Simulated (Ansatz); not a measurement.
## Notes on V

```
CELL_PARAMETERS angstrom
0.00000 1.89060 1.89060
1.89060 0.00000 1.89060
1.89060 1.89060 0.00000
ATOMIC_POSITIONS crystal
V 0.00000 0.00000 0.00000
```

Method: PBE, no spin polarisation; PAW, plane waves to 420 eV, 15×15×15 Γ-centred mesh, fermi-dirac occupations (width 0.1 eV) (Ansatz 0.2.0), atoms fixed.

What do density and ELF say about some of the short contacts?

V–V at 2.67 Å: least valence density 0.28 e/Å³ and ELF 0.26 there. Both are smooth PAW fields, read partly inside the augmentation spheres.

Is the cell too large or too small?

The pressure is 5.5 GPa (compression positive), so with the atoms held at these fractions the cell would first expand.

Metal or insulator?

It is a metal, with about 1.8 states/eV a cell as the mean within 0.25 eV of the Fermi level, mostly V d (89 %).

Origin: a database entry at a rescaled volume. Caveats: no spin polarisation, so a magnetic state may lie lower.
